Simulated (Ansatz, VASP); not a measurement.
## Two plane-wave programs on S

```
S
1.0
     0.00000    1.99435    1.99435
     1.99435    0.00000    1.99435
     1.99435    1.99435    0.00000
S
1
Cartesian
  0.0000 0.0000 0.0000
```

This isn't the form of S at room conditions, which is orthorhombic, of S8 rings.

Alike in both runs: task single point; functional r2SCAN; k mesh 20 × 20 × 20; occupations gaussian, width 0.15 eV; no spin polarisation.

```csv
,VASP,Ansatz
version,VASP 6.6.1,Ansatz 0.2.0
potentials or method,"VASP PAW PBE potentials, release 64 (S)","scalar-relativistic, plane waves, PAW"
plane-wave cutoff (eV),520,500
valence electrons in the cell,6,6
```

Ansatz gave:

```
gap on the k mesh at the Fermi level (eV) : none
pressure (GPa)                            : 0.8
```

Problem. Estimate VASP's values.

Solution. gap on the k mesh at the Fermi level (eV): none; pressure (GPa): 0.6.

A gap of «none» marks a metal or a gap that the smearing closes. The functional is the same, so the differences come from potentials, cutoffs and numerics.

Caveats: the PAW data sets were made with another functional, which shifts forces and pressure a little (VASP).
